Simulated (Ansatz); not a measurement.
# C, space group Fd-3m: a band structure

Computed with the Python package of Ansatz (0.2.0).

The cells in order, each with its output:

```python
import ansatz as az
import matplotlib.pyplot as plt
import numpy as np
from pymatgen.core import Structure
```

```python
FILLING = 'Fixed'
MESH = (10, 10, 10)
N_EMPTY = 8

system = (
    az.Lattice.of((0.0, 1.78337, 1.78337), (1.78337, 0.0, 1.78337), (1.78337, 1.78337, 0.0))
    .atom('C', (0.0, 0.0, 0.0))
    .atom('C', (0.25, 0.25, 0.25))
)
```

```python
# high-symmetry points in fractions of the reciprocal vectors
path = [
    ('K', (0.375, 0.375, 0.75)),
    ('G', (0.0, 0.0, 0.0)),
    ('L', (0.5, 0.5, 0.5)),
    ('W', (0.5, 0.25, 0.75)),
    ('X', (0.5, 0.0, 0.5)),
]
calc = (
    system.calculation()
    .occupations(FILLING)
    .pseudopotentials('paw')
    .kpoints(mesh=MESH, center='gamma')
    .functional(az.Functional.PBESOL)
    .band_structure([point for _, point in path], intervals=10)
    .scf(extra_bands=N_EMPTY)
)
def show(event):
    row = event['data']
    if event['event'] == 'scf_iter' and row.get('harris_foulkes_ev') is not None:
        print(f'  iteration {row["iter"]:3d}  Harris-Foulkes {row["harris_foulkes_ev"]:.5f} eV  residual {row["dr2_ev"]:.2e}')
```

```python
out = calc.session().plan().execute(on_event=show)
r = out.report
```

    DeckWarning: basis.ecutwfc = 420 eV, auto-derived from the records' recommended cutoffs: set by C (normal level)
      iteration   1  Harris-Foulkes -493.33472 eV  residual 2.65e-03
      iteration   2  Harris-Foulkes -493.33391 eV  residual 3.13e-04
      iteration   3  Harris-Foulkes -493.33387 eV  residual 2.82e-06
      iteration   4  Harris-Foulkes -493.33387 eV  residual 6.96e-08
      iteration   5  Harris-Foulkes -493.33387 eV  residual 3.79e-10
      iteration   6  Harris-Foulkes -493.33387 eV  residual 4.98e-13

```python
out.lattice.cell_ang
```

    array([[0.     , 1.78337, 1.78337],
           [1.78337, 0.     , 1.78337],
           [1.78337, 1.78337, 0.     ]])

```python
r['n_iterations'], r['closed_by']
```

    (6, 'deck_thresholds')

```python
energy = r['free_energy_ev']
print('F of the C cell: {:.6f} eV = {:.6f} Ry = {:.6f} Ha'.format(energy, energy / 13.605693, energy / 27.211386))
print('Fermi level {:.4f} eV, {} k-points, {} symmetry operations'.format(r['fermi_energy_ev'], r['n_kpoints'], r['n_symmetry_ops']))
```

    F of the C cell: -493.333871 eV = -36.259371 Ry = -18.129686 Ha
    Fermi level 13.2901 eV, 47 k-points, 48 symmetry operations

```python
final = Structure(out.lattice.cell_ang, [s.symbol for s in out.lattice.sites], [s.position_frac for s in out.lattice.sites])
# count neighbours out to a fixed multiple of the shortest distance
for index, (site, neighbours) in enumerate(zip(final, final.get_all_neighbors(5.5))):
    first = min(n.nn_distance for n in neighbours)
    shell = [n for n in neighbours if n.nn_distance < 1.2 * first]
    mean = sum(n.nn_distance for n in shell) / len(shell)
    print(f'atom {index} {site.specie.symbol}: {len(shell)} neighbours within 1.2 of the shortest distance, mean {mean:.3f} A')
```

    atom 0 C: 4 neighbours within 1.2 of the shortest distance, mean 1.544 A
    atom 1 C: 4 neighbours within 1.2 of the shortest distance, mean 1.544 A

```python
bands = out.band_structure()
fermi = bands.fermi_energy_ev
print(f'zero of the bands: {fermi:.3f} eV, the Fermi level found on the SCF mesh')
reciprocal = 2 * np.pi * np.linalg.inv(out.lattice.cell_ang).T
steps = np.linalg.norm(np.diff(bands.kpoints_frac @ reciprocal, axis=0), axis=1)
distance = np.concatenate([[0], np.cumsum(steps)])
fig, ax = plt.subplots(figsize=(5, 4))
for channel, colour in zip(bands.channels, ('C0', 'C3')):
    ax.plot(distance, channel.eigenvalues_ev - fermi, colour, lw=1)
ax.set_xticks(distance[::10], [label for label, _ in path])
ax.set(ylim=(-4, 4), ylabel='E - E_F (eV)', xlim=(0, distance[-1]))
ax.grid(axis='x')
fig.savefig('bands.png', dpi=100)
first = bands.channels[0].eigenvalues_ev - fermi
near = np.argsort(np.abs(first.mean(axis=0)))[:4]
for band in sorted(near):
    print(f'band {band + 1}: {first[:, band].min():.3f} to {first[:, band].max():.3f} eV')
```

    zero of the bands: 13.290 eV, the Fermi level found on the SCF mesh
    band 3: -9.509 to 0.000 eV
    band 4: -8.417 to 0.000 eV
    band 5: 4.608 to 10.459 eV
    band 6: 4.608 to 13.020 eV

Reading the output:
- Absolute energies stand on the zero of these potentials, so only differences at equal settings mean something. A total without «per atom» is that of the cell as typed.
- With fixed filling the reported Fermi level is the top filled level among the k-points of the SCF.
- Only differences from the Fermi energy are physical; the zero of the scale is a convention.
- Levels are Kohn-Sham eigenvalues on this mesh.
- Warnings are shown shortened and without file and line.
- Wall time of the script: 2 s on 1 thread of Arm Neoverse V1, with other jobs on the host, peak memory 0.34 GiB.
